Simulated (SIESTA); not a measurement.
Write the native input for SIESTA 5.4.2 that does the following.

- Task: band structure
- Functional: PBE
- Potentials or basis: PseudoDojo 0.4 standard (PBE files)
- Basis: TZDP (energy shift 0.003 Ry; two zetas on semicore shells)
- Grid cutoff: 800 Ry
- Energy shift: 0.003 Ry
- k mesh: 8 × 8 × 5
- Occupations: fermi-dirac, width 0.05 eV
- Spin: no spin polarisation

Crystal: Te2Pt (Moncheite).

```
CELL_PARAMETERS angstrom
4.01000 0.00000 0.00000
-2.00500 3.47276 0.00000
0.00000 0.00000 5.20100
ATOMIC_POSITIONS crystal
Pt 0.00000 0.00000 0.00000
Te 0.66667 0.33333 0.75000
Te 0.33333 0.66667 0.25000
```

These files were run (other wordings do the same):

Te2Pt.fdf

```
SystemName                      Moncheite
SystemLabel                     Te2Pt
NumberOfSpecies                 2
NumberOfAtoms                   3
%block ChemicalSpeciesLabel
  1  78 Pt
  2  52 Te
%endblock ChemicalSpeciesLabel

LatticeConstant                 1.0 Ang
%block LatticeVectors
     4.0100000000     0.0000000000     0.0000000000
    -2.0050000000     3.4727618692     0.0000000000
     0.0000000000     0.0000000000     5.2010000000
%endblock LatticeVectors
AtomicCoordinatesFormat         Fractional
%block AtomicCoordinatesAndAtomicSpecies
     0.0000000000     0.0000000000     0.0000000000  1  Pt
     0.6666666667     0.3333333333     0.7500000000  2  Te
     0.3333333333     0.6666666667     0.2500000000  2  Te
%endblock AtomicCoordinatesAndAtomicSpecies

%block kgrid.MonkhorstPack
    8   0   0  0.0
    0   8   0  0.0
    0   0   5  0.0
%endblock kgrid.MonkhorstPack
XC.Functional                   GGA
XC.Authors                      PBE
PAO.BasisSize                   TZDP
PAO.EnergyShift                 0.003 Ry
Mesh.Cutoff                     800 Ry
OccupationFunction              FD
ElectronicTemperature           0.05 eV
MaxSCFIterations                120
SCF.MustConverge                false
SCF.Mixer.Method                Pulay
SCF.Mixer.Weight                0.25
SCF.Mixer.History               8
SCF.DM.Tolerance                5.0e-05
SCF.H.Tolerance                 1.0e-03 eV
WriteForces                     true
Charge.Mulliken                 end
BandLinesScale                  ReciprocalLatticeVectors
%block BandLines
    1    0.000000   0.000000   0.000000  \Gamma
   11    0.500000   0.000000   0.000000  M
    6    0.333333   0.333333   0.000000  K
   12    0.000000   0.000000   0.000000  \Gamma
    7    0.000000   0.000000   0.500000  A
   11    0.500000   0.000000   0.500000  L
    6    0.333333   0.333333   0.500000  H
   12    0.000000   0.000000   0.500000  A
    1    0.500000   0.000000   0.500000  L
    7    0.500000   0.000000   0.000000  M
    1    0.333333   0.333333   0.000000  K
    7    0.333333   0.333333   0.500000  H
%endblock BandLines
%block PAO.PolarizationScheme
  Pt non-perturbative
  Te non-perturbative
%endblock PAO.PolarizationScheme
%block PAO.Basis
  Pt 5
  n=5 0 2
    2.732 0.000
  n=6 0 3
    7.326 0.000 0.000
  n=5 1 2
    3.260 0.000
  n=6 1 2
    7.326 0.000
  n=5 2 3
    5.692 0.000 0.000
  Te 4
  n=5 0 3
    5.635 0.000 0.000
  n=5 1 3
    7.297 0.000 0.000
  n=4 2 2
    3.260 0.000
  n=5 2 2
    7.297 0.000
%endblock PAO.Basis
```

Potentials or basis: PseudoDojo 0.4 standard (PBE files), TZDP (energy shift 0.003 Ry; two zetas on semicore shells).

Launch:

```bash
$ siesta < Te2Pt.fdf > Te2Pt.out 2>&1
```

It gave:

```
Pressure               : 11.0 GPa
Largest force          : 1.422 eV/Å
Band gap on the k mesh : none (metal or under the smearing width)
```

Caveat: short orbitals over semicore shells can move pressures by several GPa; spin-orbit coupling is left out, which moves the levels of the heavy elements; the basis of atomic orbitals isn't converged, which shifts pressures, moduli and gaps; forces of over 1 eV/Å show positions far from the minimum, so gaps and moduli don't describe the material at rest.

Wall time 3.2 min on 1 thread of Intel(R) Xeon(R) Platinum 8175M CPU @ 2.50GHz (Skylake/Cascade Lake), on a shared host, peak memory 0.47 GiB.
